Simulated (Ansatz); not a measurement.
**Os under changes of volume**

One of the cells (13.982 Å³/atom); the others are scaled copies at fixed shape and fractional positions:

```xyz
2
Lattice="2.7341 0.0000 0.0000 -1.3671 2.3678 0.0000 0.0000 0.0000 4.3197" Properties=species:S:1:pos:R:3 pbc="T T T"
Os    1.3671    0.7893    3.2398
Os    0.0000    1.5785    1.0799
```

```yaml
Program: Ansatz 0.2.0
Functional: PBEsol
Potentials_or_basis: Ansatz PAW
Cutoff: "420 eV (not typed: the program's choice for these potentials)"
k_mesh: 11 × 11 × 6
Occupations: fermi-dirac, width 0.05 eV
Spin: spin-orbit coupling, no magnetisation
```

```tsv
volume (Å³/atom)	energy over the lowest point (meV/atom)	pressure (GPa)
13.143	60.77	27.5
13.423	22.85	16.3
13.703	?	?
13.982	0.00	-2.4
14.262	11.26	-10.2
14.542	35.45	-17.2
14.821	71.12	-23.4
```

**Question.** What does the run at 13.703 Å³/atom give?

**Answer.** Energy over the lowest point 3.27 meV/atom; pressure 6.4 GPa.

Worked out: A Birch-Murnaghan fit of order 3 (a polynomial in V^(-2/3)) to the other rows has its minimum at 13.90 Å³/atom with B0 = V·E''(V) = 427 GPa and B' = 4.7 at fixed shape and positions, which overstates the stiffness. It gives 3.27 meV/atom at 13.703 Å³/atom, against the run's 3.27, and -dE/dV = 6.4 GPa, against 6.4.

Energies are extrapolated to zero smearing.

Caveats: the PAW data sets come from PBE, with cores solved anew for the run's functional, which leaves a small shift of forces and pressure.
